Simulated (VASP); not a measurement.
Here is a VASP 6.6.1 calculation.

Contents of INCAR:

```
ALGO = Fast ; EDIFF = 1E-8
ENCUT = 600 ; GGA = CA
ISIF = 2 ; ISMEAR = 0
KPAR = 2 ; LASPH = True
LCHARG = False ; LEPSILON = True
LREAL = False ; LWAVE = False
NELM = 80 ; PREC = Accurate
SIGMA = 0.03
```

KPOINTS

```
k-points
0
Monkhorst-Pack
  14 14 14
```

Contents of POSCAR:

```
Li2S                                    
1.0
    0.0000000000      2.7817884273      2.7817884273
    2.7817884273      0.0000000000      2.7817884273
    2.7817884273      2.7817884273      0.0000000000
  Li              S             
     2     1
Direct
     0.2500000000000000    0.2500000000000000    0.2500000000000000
     0.7500000000000000    0.7500000000000000    0.7500000000000000
     0.0000000000000000    0.0000000000000000    1.0000000000000000
```

Potentials or basis: VASP PAW LDA potentials, release 64 (Li_sv, S).

Run with:

```console
$ cat potpaw_LDA.64/Li_sv/POTCAR potpaw_LDA.64/S/POTCAR > POTCAR
$ mpirun -np 2 vasp_std > vasp.out
```

Q: Estimate the electronic dielectric tensor (diagonal).

A: 4.02.

Q: What does it give for the Born charges (mean of the diagonal)?

A: Li +0.91; S -1.83 e.

Electronic dielectric tensor:
```
4.02 0.00 0.00
0.00 4.02 0.00
0.00 0.00 4.02
```
